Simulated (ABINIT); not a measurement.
Here is an ABINIT 10.8.3 (patched build) calculation.

The input run.abi:

```
# Datasets: one volume each
ndtset 7
getwfk -1
scalecart1 3*0.9795861087
scalecart2 3*0.9864848297
scalecart3 3*0.9932883884
scalecart4 3*1.0000000000
scalecart5 3*1.0066227096
scalecart6 3*1.0131594038
scalecart7 3*1.0196128224

# Pseudopotentials
pp_dirpath "./"
pseudos "80_Hg_20_1.9_2.5_pbe_n_v1.0.psp8, 34_Se_16_1.9_2.1_pbe_n_v1.0.psp8"

# Structure
acell 4.2977950161 4.2977950161 4.2977950161 Angstrom
rprim
     0.0000000000     0.7071067812     0.7071067812
     0.7071067812     0.0000000000     0.7071067812
     0.7071067812     0.7071067812     0.0000000000
ntypat 2
znucl 80 34
natom 2
typat 1 2
xred
     0.0000000000     0.0000000000     0.0000000000
     0.7500000000     0.7500000000     0.7500000000

# Plane-wave basis
ecut 34.0

# k points
kptopt 1
ngkpt 6 6 6
nshiftk 1
shiftk 0.0 0.0 0.0

# Exchange and correlation
ixc 11

# Bands and occupations
nband 22
occopt 3
tsmear 0.05 eV

# SCF cycle
nstep 100
tolvrs 1.0e-10

# Output
iomode 3
prtwf 1
prtden 0
prteig 0
prtebands 0
enunit 1
```

Potentials or basis: SPMS NC PBE v1.0.

Run with:

```console
$ abinit run.abi > log 2>&1
```

Estimate the equilibrium volume.

30.64 Å³/atom (rough: see the caveat).

Predict the bulk modulus.

43 GPa (rough).

Energy against volume, from the lowest point:
```tsv
volume (Å³/atom)	energy (meV/atom)
26.383	103.13
26.944	73.52
27.505	49.63
28.067	30.84
28.628	16.61
29.189	6.48
29.751	0.00
```

Caveat: pressures at fixed basis lie under the slope of the energies; the minimum lies outside the volumes run. The run has no spin-orbit coupling, so splittings on Hg are missing.
